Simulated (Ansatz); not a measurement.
GaAs (F-43m) under several functionals

**Measured values to compare with.**

From a printed reference work, textbook, for a bulk crystal of GaAs at 298 K: lattice constant a 5.65325 ± 0.00002 Å.

Plane-wave DFT in Ansatz with scalar-relativistic PAW potentials. The same structure was relaxed (cell and atoms, symmetry kept) in separate runs at each level. No spin polarisation.

Task: How do the levels LDA, PBEsol, r2SCAN compare?

Result:
| level | cutoff (eV) | k mesh | V (Å³/atom) | a (Å) | gap (eV) |
| --- | --- | --- | --- | --- | --- |
| LDA | 420 | 12×12×12 | 21.992 | 5.603 | 0.49 |
| PBEsol | 420 | 10×10×10 | 22.641 | 5.658 | 0.43 |
| r2SCAN | 500 | 8×8×8 | 22.739 | 5.666 | 0.96 |

The usual order of volumes, LDA < PBEsol, holds here (21.992, 22.641 Å³/atom). As a rule LDA overbinds; PBEsol, built on the gradient expansion of slowly varying densities, lies between LDA and PBE. Each gap belongs to its own cell, so it mixes the functional's effect with that of the volume; gaps are the least found on the k mesh or on a band path.

For LDA: Measured lattice constant a of GaAs: 5.65325 Å (298 K; a printed reference work, textbook). This calculation gives 5.603 Å (-0.9 %). The calculations are for 0 K without zero-point motion.

Cost: 3 runs of about 1.3 core-minutes in all, on Intel Xeon Processor @ 2.70GHz, Arm Neoverse V1 (shared hosts).